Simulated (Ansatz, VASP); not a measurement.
Two plane-wave programs on NaCl

Contents of INCAR:

```
  PREC = Accurate
  ENCUT = 520
  EDIFF = 1E-7
  ISMEAR = -1
  SIGMA = 0.05
  LREAL = False
  LASPH = True
  NELM = 80
  ALGO = Normal
  ISIF = 2
  LWAVE = False
  LCHARG = False
  GGA = PE
  NBANDS = 14
```

Contents of KPOINTS:

```
regular mesh
0
Gamma
  8 8 8
```

The input POSCAR:

```
NaCl
1.0
    3.5708778306      0.0000000000      0.0000000000
    0.0000000000      3.5708778306      0.0000000000
    0.0000000000      0.0000000000      3.5708778306
Cl Na
1 1
Direct
    0.5000000000      0.5000000000      0.5000000000
    0.0000000000      0.0000000000      0.0000000000
```

The input input.yaml:

```yaml
crystal:
  lattice:
    - [3.5708778306, 0.0, 0.0]
    - [0.0, 3.5708778306, 0.0]
    - [0.0, 0.0, 3.5708778306]
  atoms:
    - { symbol: Cl, position: [0.5, 0.5, 0.5] }
    - { symbol: Na, position: [0.0, 0.0, 0.0] }
hamiltonian:
  xc: pbe
  pseudopotentials: { kind: paw }
kpoints:
  mp_grid: { grid: [8, 8, 8] }
scf:
  occupations: { method: fermi_dirac, width: 0.05 }
output:
  forces: true
  stress: true
  eigenvalues: true
  write_density: true
  write_potential: true
  elf: true
  volumetric_format: npy
```

Change from the starting cell: volume scaled by 1.06.

Alike in both runs: task single point; functional PBE; k mesh 8 × 8 × 8; occupations fermi-dirac, width 0.05 eV; no spin polarisation.

|  | VASP | Ansatz |
| --- | --- | --- |
| version | VASP 6.6.1 | Ansatz 0.2.0 |
| potentials or method | VASP PAW PBE potentials, release 64 (Cl, Na_pv) | Ansatz PAW |
| plane-wave cutoff (eV) | 520 | 420 |
| valence electrons in the cell | 14 | 16 |

```tsv
	VASP	Ansatz	Ansatz less VASP
gap on the k mesh at the Fermi level (eV)	3.79	3.79	0.000
least direct gap on the mesh (eV)	4.24	4.24	0.000
pressure (GPa)	-1.3	-1.2	+0.05
```

The two sets of potentials don't hold the same shells in valence.

A k mesh can miss the band edges.
